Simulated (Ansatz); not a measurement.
**Pressure against volume: IrO₂**

```
CELL_PARAMETERS angstrom
4.49900 0.00000 0.00000
0.00000 4.49900 0.00000
0.00000 0.00000 3.14600
ATOMIC_POSITIONS crystal
Ir 0.00000 0.00000 0.00000
Ir 0.50000 0.50000 0.50000
O 0.31100 0.31100 0.00000
O 0.18900 0.81100 0.50000
O 0.68900 0.68900 0.00000
O 0.81100 0.18900 0.50000
```

The cell comes from COD entry 1538153, which wasn't checked; take it as a given geometry. It is an old determination, and later ones may differ.

No spin–orbit coupling, which matters for the heavy atoms here.

All numbers are computed: DFT, PBE, all-electron LAPW, scalar-relativistic (Ansatz 0.2.0); DFT, PBE, PAW with Ansatz's default frozen-core files, scalar-relativistic (Ansatz 0.2.0).

For LAPW: a Γ-centred 8×8×11 k mesh, Fermi–Dirac smearing of 0.05 eV, basis error target 0.5 meV/atom, no spin polarisation. PAW takes a cutoff of 420 eV at this cell. The Ansatz runs share mesh, smearing and spin set-up. Plane-wave (PAW) pressures include the program's estimate of the Pulay term.

The cell above is scaled evenly, with fractional coordinates and shape held.

(1) Estimate the equilibrium volume and bulk modulus that all-electron LAPW gives for this fixed shape.

## Answers

(1) V0 = 10.90 Å³/atom, B0 = 274 GPa, B0′ = 4.8, from a third-order Birch–Murnaghan fit to these pressures:
```
V/V(cell)  V (Å³/atom)  P, LAPW (GPa)  P, PAW (GPa)
   0.9400        9.976          30.17         30.06
   0.9600       10.189          21.90         21.78
   0.9800       10.401          14.52         14.39
   0.9900       10.507          11.12         10.99
   1.0000       10.613           7.92          7.79
   1.0100       10.719           4.89          4.76
   1.0200       10.825           2.03          1.89
   1.0400       11.038          -3.23         -3.37
   1.0600       11.250          -7.93         -8.06
```
